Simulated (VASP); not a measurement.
# KTaO3 (Pm-3m) in VASP: notebook

One crystal, KTaO3, is run at these levels: LDA, PBEsol; tasks: relaxation of cell and atoms.

Program: VASP 6.6.1. These are calculated values, not measurements. Logs are shortened: lines on timing, memory, paths and dates and some standing lists are left out, and cuts for length are marked.

**1. The structure**

Symmetry: Pm-3m, No. 221, cubic system. The conventional cell has a = 3.988 Å, b = 3.988 Å, c = 3.988 Å, α = 90.00°, β = 90.00°, γ = 90.00°. K (site symmetry m-3m) has 12 O at 2.82 Å as nearest neighbours. Ta (site symmetry m-3m) is surrounded by 6 O at 1.99 Å. O (site symmetry 4/mmm) has 2 Ta at 1.99 Å as nearest neighbours.

**2. Relaxation of cell and atoms, LDA**

INCAR

```
PREC     = Accurate       # precision mode
ENCUT    = 600            # plane-wave cutoff, eV
EDIFF    = 1E-6           # SCF threshold, eV
ISMEAR   = 0              # smearing method
SIGMA    = 0.03           # smearing width, eV
LREAL    = False          # projectors in reciprocal space
LASPH    = True           # aspherical terms in the spheres
NELM     = 80             # most SCF steps
ALGO     = Normal         # electronic algorithm
ISIF     = 3              # what is computed and relaxed
LWAVE    = False          # write WAVECAR
LCHARG   = False          # write CHGCAR
IBRION   = 2              # ionic algorithm
NSW      = 90             # ionic steps
EDIFFG   = -0.01          # ionic threshold
```

KPOINTS

```
regular mesh
0
Gamma
  8 8 8
```

POSCAR

```
KTaO3
1.0
    3.9883000000      0.0000000000      0.0000000000
    0.0000000000      3.9883000000      0.0000000000
    0.0000000000      0.0000000000      3.9883000000
K Ta O
1 1 3
Direct
    0.5000000000      0.5000000000      0.5000000000
    0.0000000000      0.0000000000      0.0000000000
    0.5000000000      0.0000000000      0.0000000000
    0.0000000000      0.5000000000      0.0000000000
    0.0000000000      0.0000000000      0.5000000000
```

Potentials or basis: VASP PAW LDA potentials, release 64 (K_sv, Ta_pv, O).

Command:

```
> cat potpaw_LDA.64/K_sv/POTCAR potpaw_LDA.64/Ta_pv/POTCAR potpaw_LDA.64/O/POTCAR > POTCAR
> mpirun -np 1 vasp_std > vasp.out
```

OUTCAR:

```text
PREC = Accurate
   ENCUT = 600
   EDIFF = 1E-6
   ISMEAR = 0
   LREAL = False
   LASPH = True
   NELM = 80
   ISIF = 3
   IBRION = 2
   NSW = 90
   EDIFFG = -0.01

 ion  position               nearest neighbor table
   1  0.500  0.500  0.500-   3 2.82   4 2.82   5 2.82   3 2.82   4 2.82   3 2.82   5 2.82   3 2.82
                             4 2.82   5 2.82   4 2.82   5 2.82   2 3.45   2 3.45   2 3.45   2 3.45
   2  0.000  0.000  0.000-   3 1.99   4 1.99   5 1.99   5 1.99   4 1.99   3 1.99   1 3.45   1 3.45
                             1 3.45   1 3.45   1 3.45   1 3.45   1 3.45   1 3.45
   3  0.500  0.000  0.000-   2 1.99   2 1.99   1 2.82   1 2.82   1 2.82   1 2.82
   4  0.000  0.500  0.000-   2 1.99   2 1.99   1 2.82   1 2.82   1 2.82   1 2.82
   5  0.000  0.000  0.500-   2 1.99   2 1.99   1 2.82   1 2.82   1 2.82   1 2.82

  LATTYP: Found a simple cubic cell.
 ALAT       =     3.9883000000

  Lattice vectors:

 A1 = (   3.9883000000,   0.0000000000,   0.0000000000)
 A2 = (   0.0000000000,   3.9883000000,   0.0000000000)
 A3 = (   0.0000000000,   0.0000000000,   3.9883000000)

Analysis of symmetry for initial positions (statically):
=====================================================================
 Subroutine PRICEL returns:
 Original cell was already a primitive cell.

 Routine SETGRP: Setting up the symmetry group for a
 simple cubic supercell.

 Subroutine GETGRP returns: Found 48 space group operations
 (whereof 48 operations were pure point group operations)
 out of a pool of 48 trial point group operations.

The static configuration has the point symmetry O_h .

Analysis of symmetry for dynamics (positions and initial velocities):
=====================================================================
 Subroutine PRICEL returns:
 Original cell was already a primitive cell.

 Routine SETGRP: Setting up the symmetry group for a
 simple cubic supercell.

 Subroutine GETGRP returns: Found 48 space group operations
 (whereof 48 operations were pure point group operations)
 out of a pool of 48 trial point group operations.

The dynamic configuration has the point symmetry O_h .

 Subroutine INISYM returns: Found 48 space group operations
 (whereof 48 operations are pure point group operations),
 and found     1 'primitive' translations

----------------------------------------------------------------------------------------

                                     Primitive cell

  volume of cell :      63.4400

  direct lattice vectors                    reciprocal lattice vectors
     3.988300000  0.000000000  0.000000000     0.250733395  0.000000000  0.000000000
     0.000000000  3.988300000  0.000000000     0.000000000  0.250733395  0.000000000
     0.000000000  0.000000000  3.988300000     0.000000000  0.000000000  0.250733395

  length of vectors
     3.988300000  3.988300000  3.988300000     0.250733395  0.250733395  0.250733395

  position of ions in fractional coordinates (direct lattice)
     0.500000000  0.500000000  0.500000000
     0.000000000  0.000000000  0.000000000
     0.500000000  0.000000000  0.000000000
     0.000000000  0.500000000  0.000000000
     0.000000000  0.000000000  0.500000000

  ion indices of the primitive-cell ions
   primitive index   ion index
                 1           1
                 2           2
                 3           3
                 4           4
                 5           5

----------------------------------------------------------------------------------------

 KPOINTS: regular mesh

Automatic generation of k-mesh.
 Grid dimensions read from file:
 generate k-points for:    8    8    8

 Generating k-lattice:

  Cartesian coordinates                     Fractional coordinates (reciprocal lattice)
     0.031341674  0.000000000  0.000000000     0.125000000  0.000000000  0.000000000
     0.000000000  0.031341674  0.000000000     0.000000000  0.125000000  0.000000000
     0.000000000  0.000000000  0.031341674     0.000000000  0.000000000  0.125000000

  Length of vectors
     0.031341674  0.031341674  0.031341674

  Shift w.r.t. Gamma in fractional coordinates (k-lattice)
     0.000000000  0.000000000  0.000000000

 Subroutine IBZKPT returns following result:
 ===========================================

 Found     35 irreducible k-points:

 Following reciprocal coordinates:
            Coordinates               Weight
  0.000000  0.000000  0.000000      1.000000
  0.125000  0.000000  0.000000      6.000000
  0.250000  0.000000  0.000000      6.000000
  0.375000  0.000000  0.000000      6.000000
  0.500000  0.000000  0.000000      3.000000
  0.125000  0.125000  0.000000     12.000000
[... 16 lines left out ...]
  0.375000  0.375000  0.125000     24.000000
  0.500000  0.375000  0.125000     24.000000
 [... further k-points ...]
   k-points           NKPTS =     35   k-points in BZ     NKDIM =     35   number of bands    NBANDS=     23
   number of dos      NEDOS =    301   number of ions     NIONS =      5
   total plane-waves  NPLWV =  32768
   dimension x,y,z NGX =    32 NGY =   32 NGZ =   32
   dimension x,y,z NGXF=    64 NGYF=   64 NGZF=   64
   ions per type =               1   1   3
   NGX,Y,Z   is equivalent  to a cutoff of  13.34, 13.34, 13.34 a.u.
   NGXF,Y,Z  is equivalent  to a cutoff of  26.68, 26.68, 26.68 a.u.
 SYSTEM =  unknown system
   PREC   = accura    normal or accurate (medium, high low for compatibility)
   ISTART =      0    job   : 0-new  1-cont  2-samecut
   ICHARG =      2    charge: 1-file 2-atom 10-const
   ISPIN  =      1    spin polarized calculation?
   LNONCOLLINEAR =      F non collinear calculations
   LSORBIT =      F    spin-orbit coupling
   LASPH  =      T    aspherical Exc in radial PAW
   ENCUT  =  600.0 eV  44.10 Ry    6.64 a.u.   7.97  7.97  7.97*2*pi/ulx,y,z
   NELM   =     80;   NELMIN=  2; NELMDL= -5     # of ELM steps
   EDIFF  = 0.1E-05   stopping-criterion for ELM
   LREAL  =      F    real-space projection
   EDIFFG = -.1E-01   stopping-criterion for IOM
   NSW    =     90    number of steps for IOM
   IBRION =      2    ionic relax: 0-MD 1-quasi-New 2-CG
   NFREE  =      1    steps in history (QN), initial steepest desc. (CG)
   ISIF   =      3    stress and relaxation
   ISYM   =      2    0-nonsym 1-usesym 2-fastsym
   POTIM  = 0.5000    time-step for ionic-motion
   TEBEG  =    0.0;   TEEND  =   0.0 temperature during run
   PSTRESS=    0.0 pullay stress
   NELECT =      38.0000    total number of electrons
   NUPDOWN=      -1.0000    fix difference up-down
   EMIN   =  10.00;   EMAX   =-10.00  energy-range for DOS
   EFERMI =   0.00;   METHOD = LEGACY
   ISMEAR =     0;   SIGMA  =   0.03  broadening in eV -4-tet -1-fermi 0-gaus
   EFERMI_NEDOS =   21; number of points for ismear=-14 and -15
   IALGO  =     38    algorithm
   IMIX   =      4    mixing-type and parameters
     AMIX     =   0.40;   BMIX     =  1.00
     AMIX_MAG =   1.60;   BMIX_MAG =  1.00
  volume/ion in A,a.u.               =      12.69        85.62
  Fermi-wavevector in a.u.,A,eV,Ry     =   1.380008  2.607837 25.911228  1.904422
  Thomas-Fermi vector in A             =   2.504925
   LORBIT       =      0    0 simple, 1 ext, 2 COOP (PROOUT), +10 PAW based schemes
   GGA     = CA    functional components
   LHFCALC =     F    Hartree Fock is set to
   AEXX    =    0.0000 exact exchange contribution
   IVDW    =     0    specifies the selected vdW correction
   LEPSILON=     F    determine dielectric tensor
   LRPA    =     F    only Hartree local field effects (RPA)
 conjugate gradient relaxation of ions
 non-spin polarized calculation
 Gauss-broadening in eV      SIGMA  =   0.03
  energy-cutoff  :      600.00
  volume of cell :       63.44
 maximum number of plane-waves:      2176
 NGX is ok and might be reduce to    32
   NGX = 15   NGY = 15   NGZ = 15

--------------------------------------- Ionic step        1  -------------------------------------------

 number of electron      37.9999990 magnetization

 Free energy of the ion-electron system (eV)
  ---------------------------------------------------
  ext. energy  EPLUGINS =         0.00000000
  ---------------------------------------------------
  free energy    TOTEN  =       -45.04992615 eV

  energy without entropy =      -45.04992615  energy(sigma->0) =      -45.04992615

------------------------ aborting loop because EDIFF is reached ----------------------------------------

  FORCE on cell =-STRESS in cart. coord.  units (eV):
  Direction    XX          YY          ZZ          XY          YZ          ZX
  --------------------------------------------------------------------------------------
  -------------------------------------------------------------------------------------
  Total       -1.8278782     -1.8278782     -1.8278782      0.0000000      0.0000000     -0.0000000
  in kB      -46.1630390    -46.1630390    -46.1630390      0.0000000      0.0000000     -0.0000000
  external PRESSURE =     -46.1630390 kB  Pullay stress =       0.0000000 kB
[... 63 lines left out ...]
  energy  without entropy=      -45.0289343840  energy(sigma->0) =      -45.02893438

--------------------------------------- Ionic step        3  -------------------------------------------

 number of electron      37.9999982 magnetization

 Free energy of the ion-electron system (eV)
  ---------------------------------------------------
  ext. energy  EPLUGINS =         0.00000000
  ---------------------------------------------------
  free energy    TOTEN  =       -45.07059941 eV

  energy without entropy =      -45.07059941  energy(sigma->0) =      -45.07059941

 E-fermi :   1.8976     XC(G=0): -11.5431

 val. band max:        1.6775247281   @ k =   0.5000   0.5000   0.5000
 cond. band min:       3.7442840064   @ k =   0.0000   0.0000   0.0000
 fundamental gap:      2.0667592783
 Fermi energy:         1.8975541794

 k-point     1 :       0.0000    0.0000    0.0000
  band No.  band energies     occupation
      1     -32.1375      2.00000
      2     -32.1375      2.00000
      3     -32.1375      2.00000
      4     -25.1797      2.00000
      5     -15.6611      2.00000
      6     -14.9165      2.00000
[... 613 lines left out ...]
     22       7.8468      0.00000
     23      10.2922      0.00000

 [... further k-points ...]

------------------------ aborting loop because EDIFF is reached ----------------------------------------

  FORCE on cell =-STRESS in cart. coord.  units (eV):
  Direction    XX          YY          ZZ          XY          YZ          ZX
  --------------------------------------------------------------------------------------
  -------------------------------------------------------------------------------------
  Total       -0.0142172     -0.0142172     -0.0142172      0.0000000      0.0000000     -0.0000000
  in kB       -0.3671077     -0.3671077     -0.3671077      0.0000000      0.0000000     -0.0000000
  external PRESSURE =      -0.3671077 kB  Pullay stress =       0.0000000 kB
[... 20 lines left out ...]
  FREE ENERGIE OF THE ION-ELECTRON SYSTEM (eV)
  ---------------------------------------------------
  free  energy   TOTEN  =       -45.0705994101 eV

  energy  without entropy=      -45.0705994101  energy(sigma->0) =      -45.07059941

 reached required accuracy - stopping structural energy minimisation
```

It took 72 s on 1 thread of AMD EPYC 9R14 (Zen 4), shared host; peak memory 0.18 GiB.

What came out:

```yaml
Free_energy: -45.0706 eV
Relaxed_volume: 12.41 Å³/atom
Relaxed_cell: a = 3.959 Å, b = 3.959 Å, c = 3.959 Å, α = 90.00°, β = 90.00°, γ = 90.00°
Space_group_after_relaxing_to_0.05_Å: Pm-3m (No. 221)
Energy_gained_by_relaxing: 4.1 meV/atom
Ionic_steps: 3
Pressure_after_relaxing: 0.0 GPa
Band_gap_on_the_k_mesh: 2.07 eV, indirect (least direct gap 2.68 eV)
```

Step by step:
```
step  energy change (eV)  largest force (eV/Å)  pressure (GPa)  volume (Å³)
   1              0.0000                0.0000           -4.62        63.44
   2              0.0210                0.0000            7.24        60.14
   3             -0.0207                0.0000           -0.04        62.05
```

Final structure:
```
K Ta O
1.0
     3.95893    0.00000    0.00000
     0.00000    3.95893    0.00000
     0.00000    0.00000    3.95893
K Ta O
1 1 3
Direct
  0.50000 0.50000 0.50000
  0.00000 0.00000 0.00000
  0.50000 0.00000 0.00000
  0.00000 0.50000 0.00000
  0.00000 0.00000 0.50000
```

Levels at points of the mesh, in eV from the valence-band top:
```csv
k point,band 16,band 17,band 18,band 19,band 20,band 21,band 22,band 23
"(0.00, 0.00, 0.00)",-1.11,-0.61,-0.61,-0.61,2.07,2.07,2.07,6.56
"(0.50, 0.00, 0.00)",-2.24,-1.62,-0.85,-0.85,2.24,5.08,5.08,7.07
"(0.50, 0.50, 0.00)",-1.60,-1.48,-1.48,-0.04,5.12,5.12,6.44,7.95
"(0.50, 0.50, 0.50)",-4.02,0.00,0.00,0.00,6.60,6.60,6.60,8.79
```

Caveat: spin-orbit coupling is left out, which moves the levels of the heavy elements. Zero-point motion and thermal expansion aren't in these numbers.

**3. Relaxation of cell and atoms, LDA**

This run uses another cell than the first one, of 12.41 Å³/atom, 0.978 times its volume.

INCAR, as its differences from that of step 2:

```diff
@@ -2,3 +2,3 @@
 ENCUT    = 600            # plane-wave cutoff, eV
-EDIFF    = 1E-6           # SCF threshold, eV
+EDIFF    = 1E-7           # SCF threshold, eV
 ISMEAR   = 0              # smearing method
@@ -14,2 +14,2 @@
 NSW      = 90             # ionic steps
-EDIFFG   = -0.01          # ionic threshold
+EDIFFG   = -0.005         # ionic threshold
```

KPOINTS is that of step 2.

POSCAR

```
KTaO3                                   
1.0
    3.9589256250      0.0000000000     -0.0000000000
    0.0000000000      3.9589256250     -0.0000000000
    0.0000000000      0.0000000000      3.9589256250
  K               Ta              O             
     1     1     3
Direct
     0.5000000000000000    0.5000000000000000    0.5000000000000000
     0.0000000000000000    0.0000000000000000    0.0000000000000000
     0.5000000000000000    0.0000000000000000    0.0000000000000000
     0.0000000000000000    0.5000000000000000    0.0000000000000000
     0.0000000000000000    0.0000000000000000    0.5000000000000000
```

Potentials or basis: VASP PAW LDA potentials, release 64 (K_sv, Ta_pv, O).

Command:

```
> cat potpaw_LDA.64/K_sv/POTCAR potpaw_LDA.64/Ta_pv/POTCAR potpaw_LDA.64/O/POTCAR > POTCAR
> mpirun -np 1 vasp_std > vasp.out
```

Run time: 34 s. Hardware: 1 thread of AMD EPYC 9R14 (Zen 4), shared host; peak memory 0.17 GiB.

The run converged. Its results:

- Free energy: -45.0675 eV
- Pressure after relaxing: 0.0 GPa
- Band gap on the k mesh: 2.07 eV, indirect (least direct gap 2.68 eV)

Final structure:
```cif
data_structure
_symmetry_space_group_name_H-M 'P 1'
_symmetry_Int_Tables_number 1
_cell_length_a 3.9589
_cell_length_b 3.9589
_cell_length_c 3.9589
_cell_angle_alpha 90.000
_cell_angle_beta 90.000
_cell_angle_gamma 90.000
_cell_volume 62.05
loop_
_atom_site_label
_atom_site_type_symbol
_atom_site_fract_x
_atom_site_fract_y
_atom_site_fract_z
_atom_site_occupancy
K1 K 0.50000 0.50000 0.50000 1
Ta1 Ta 0.00000 0.00000 0.00000 1
O1 O 0.50000 0.00000 0.00000 1
O2 O 0.00000 0.50000 0.00000 1
O3 O 0.00000 0.00000 0.50000 1
```

Levels at points of the mesh, in eV from the valence-band top:
| k point | band 16 | band 17 | band 18 | band 19 | band 20 | band 21 | band 22 | band 23 |
| --- | --- | --- | --- | --- | --- | --- | --- | --- |
| (0.00, 0.00, 0.00) | -1.11 | -0.61 | -0.61 | -0.61 | 2.07 | 2.07 | 2.07 | 6.55 |
| (0.50, 0.00, 0.00) | -2.24 | -1.62 | -0.85 | -0.85 | 2.24 | 5.08 | 5.08 | 7.07 |
| (0.50, 0.50, 0.00) | -1.60 | -1.48 | -1.48 | -0.04 | 5.12 | 5.12 | 6.44 | 7.94 |
| (0.50, 0.50, 0.50) | -4.02 | 0.00 | 0.00 | 0.00 | 6.60 | 6.60 | 6.60 | 8.79 |

Caveat: the relaxation stopped at its first step, so nothing moved; spin-orbit coupling is left out, which moves the levels of the heavy elements. A k mesh can miss the band edges.

[end of part 1 of 2]
